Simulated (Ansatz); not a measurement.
ZnF₂: pressure and gap against volume

A database entry relaxed whole under r2SCAN (P4_2/mnm):

```
Zn F
1.0
     4.70381    0.00000    0.00000
     0.00000    4.70381    0.00000
     0.00000    0.00000    3.12913
Zn F
2 4
Direct
  0.00000 0.00000 0.00000
  0.50000 0.50000 0.50000
  0.30321 0.30321 0.00000
  0.19679 0.80321 0.50000
  0.69679 0.69679 0.00000
  0.80321 0.19679 0.50000
```

The cell was scaled uniformly, its shape held, and the atoms relaxed at each volume with plane-wave PAW DFT (Ansatz 0.2.0; r2SCAN, 500 eV, 6×6×10 Γ-centred mesh, fermi-dirac occupations of width 0.020 eV; no spin, no spin-orbit coupling). One row is withheld.

| volume (Å³/atom) | energy over the lowest (meV/atom) | pressure (GPa) | gap over mesh and path (eV) |
| --- | --- | --- | --- |
| 10.847 | 17.5 | 8.57 | 4.343 |
| 11.078 | 7.5 | 5.39 | 4.316 |
| 11.308 | 1.8 | 2.54 | 4.292 |
| 11.539 | 0.0 | 0.01 | 4.272 |
| 11.770 | ? | ? | ? |
| 12.001 | 6.4 | -4.27 | 4.238 |
| 12.231 | 13.9 | -6.06 | 4.217 |

Fit the pressures of the other rows to the third-order Birch-Murnaghan form.

With f = [(V₀/V)^(2/3) − 1]/2 and P = 3B₀f(1 + 2f)^(5/2)[1 + 3(B₀′ − 4)f/2], least squares gives V₀ = 11.54 Å³ an atom, B₀ = 120 GPa and B₀′ = 4.7; the rows miss the fit by less than 0.01 GPa. The slope of the energies differs from these pressures by less than 0.05 GPa.

How does the gap move with volume?

A parabola in ln(V/V₀) through the other rows has the slope dE_g/d ln V = -1.0 eV at V₀, so by B₀ the gap moves by +9 meV a GPa at this fixed shape: it widens under pressure.

What does the withheld row hold?

The fit gives -2.25 GPa at 11.770 Å³; the run gave -2.26 GPa and 1.7 meV an atom. Its gap is 4.253 eV, against 4.252 eV from the parabola.

Caveats: the shape of the cell was held, so B₀ is an upper bound where the axes differ in stiffness; 0 K, fixed nuclei; the symmetry was kept, and this need not be the phase that is stable at 0 K; one mesh for all volumes; r2SCAN gaps lie as a rule under measured ones; the slope of the gap can be off by tens of per cent, more where shallow d levels or spin-orbit coupling act on the edges; pressure is positive in compression.
